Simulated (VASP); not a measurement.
BN: band structure with HSE06

Crystal: BN.

```
N B
1.0
     2.49824    0.00000    0.00000
    -1.24912    2.16354    0.00000
     0.00000    0.00000    6.63570
N B
2 2
Direct
  0.66667 0.33333 0.25000
  0.33333 0.66667 0.75000
  0.66667 0.33333 0.75000
  0.33333 0.66667 0.25000
```

```json
{
 "Program": "VASP 6.6.1",
 "Task": "band structure",
 "Functional": "HSE06",
 "Potentials or basis": "VASP PAW PBE potentials, release 64 (N, B)",
 "Cutoff": "520 eV",
 "k mesh": "8 × 8 × 4",
 "Occupations": "gaussian, width 0.02 eV",
 "Spin": "no spin polarisation",
 "Ladder": "free",
 "Grid for exact exchange (PRECFOCK)": "Fast",
 "Screening parameter": "0.2 1/A",
 "Further INCAR settings": "ALGO = Normal; EDIFF = 1e-07"
}
```

| Property | Result |
| --- | --- |
| Pressure | 0.3 GPa |
| Band gap on the k mesh | 5.60 eV, indirect (least direct gap 6.10 eV) |
| Band gap along the path | 5.58 eV, indirect (least direct gap 6.09 eV) |

Stress tensor (GPa, compression positive):
```
-0.75  0.00  0.00
 0.00 -0.75  0.00
 0.00  0.00  2.26
```

Levels at the corners of the path, in eV from the valence-band top:
```
point  band 6  band 7  band 8  band 9  band 10  band 11
    Γ   -1.60   -1.56   -1.56    6.43    12.07    13.37
    M   -4.60   -1.59   -0.52    5.58     7.10    11.11
    M   -4.60   -1.59   -0.52    5.58     7.10    11.11
    K   -8.00   -0.11   -0.11    6.29     6.29    12.02
    K   -8.00   -0.11   -0.11    6.29     6.29    12.02
    Γ   -1.60   -1.56   -1.56    6.43    12.07    13.35
    Γ   -1.60   -1.56   -1.56    6.43    12.07    13.36
    A   -1.58   -1.58   -1.58    9.00     9.00    13.42
    A   -1.58   -1.58   -1.58    9.00     9.00    13.42
    L   -4.63   -1.03   -1.03    6.08     6.08    11.56
    L   -4.63   -1.03   -1.03    6.08     6.08    11.56
    H   -8.00   -0.04   -0.04    6.05     6.05    13.32
    H   -8.00   -0.04   -0.04    6.05     6.05    13.32
    A   -1.58   -1.58   -1.58    9.00     9.00    13.42
    L   -4.63   -1.03   -1.03    6.08     6.08    11.56
    M   -4.60   -1.59   -0.52    5.58     7.10    11.11
    K   -8.00   -0.11   -0.11    6.29     6.29    12.02
    H   -8.00   -0.04   -0.04    6.05     6.05    13.32
```

It took 10 min on 4 MPI ranks on Intel(R) Xeon(R) Platinum 8488C (Sapphire Rapids), with other jobs on the host, peak memory 0.3 GiB a rank.

Caveat: the PAW data sets were made with another functional, which shifts forces and pressure a little; this functional lacks dispersion, which binds the layers, so the pressure and a relaxed spacing across them are unreliable.
